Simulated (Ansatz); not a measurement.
# Mg: the cost of one run

All numbers are computed with Ansatz 0.2.0, driven from Python. Level of theory: DFT PBE, plane waves, PAW.

This is Mg in the bcc structure; at room conditions it is hcp.

## Step 1: The structure

The structure is cubic, space group Im-3m (No. 229). The conventional cell has a = 2.953 Å, b = 2.953 Å, c = 2.953 Å, α = 90.00°, β = 90.00°, γ = 90.00°. Mg (site symmetry m-3m) is surrounded by 8 Mg at 2.56 Å.

The script holds or builds the structure itself.

## Step 2: The code

Input file strain.py:

```python
"""Energy of Mg under biaxial strain, ions carried with the cell."""

import logging
import sys

import ansatz as az
import matplotlib.pyplot as plt
import numpy as np

logging.basicConfig(stream=sys.stdout, format="%(levelname)s:%(name)s:%(message)s")
logger = logging.getLogger("calc")
logger.setLevel(logging.INFO)

VECTORS = np.array([
    [-1.4765, 1.4765, 1.4765],
    [1.4765, -1.4765, 1.4765],
    [1.4765, 1.4765, -1.4765],
])
SITES = [
    ("Mg", [0.0, 0.0, 0.0]),
]


def build(cell):
    crystal = az.Crystal(lattice=az.Lattice.of(cell))
    for symbol, position in SITES:
        crystal = crystal.atom(symbol, position)
    return crystal


def main() -> None:
    # clamped ions: the fractional positions stay as typed
    values = np.linspace(-0.01, 0.01, 7)
    energies = []
    for d in values:
        strain = np.diag([d, d, 0])
        cell = VECTORS @ (np.eye(3) + strain)
        calc = build(cell).calculation()
        calc = calc.functional("pbe")
        calc = calc.occupations("fermi_dirac", width=0.1)
        calc = calc.basis(520).kpoints(16, 16, 16)
        report = calc.run(threads=1, pin="off").report
        energies.append(report["free_energy_ev"] / len(SITES))
        logger.info(f"d = {d:+.4f}  F = {energies[-1]:.5f} eV/atom")
    energies = np.array(energies)

    for value, e in zip(values, energies):
        logger.info(f"strain {value:7.3f}   E - Emin = {1000 * (e - energies.min()):9.3f} meV/atom")
    plt.figure(figsize=(4.5, 3))
    plt.plot(values, 1000 * (energies - energies.min()), "o-")
    plt.xlabel("strain")
    plt.ylabel("meV/atom")
    plt.tight_layout()
    plt.savefig("strain.png", dpi=100)
    curvature = 2 * np.polyfit(values, energies, 3)[1]
    volume = abs(np.linalg.det(VECTORS)) / len(SITES)
    logger.info(f"d2E/dd2 over the volume: {curvature / volume * 160.21766:.1f} GPa")


if __name__ == "__main__":
    main()
```

## Step 3: Running it

Command:

```bash
$ python strain.py
```

Q: Estimate wall time and peak memory on 1 thread of Intel Xeon Platinum 8375C at 2.90GHz (Ice Lake), shared host.

About 19 s, with a peak of 0.44 GiB.
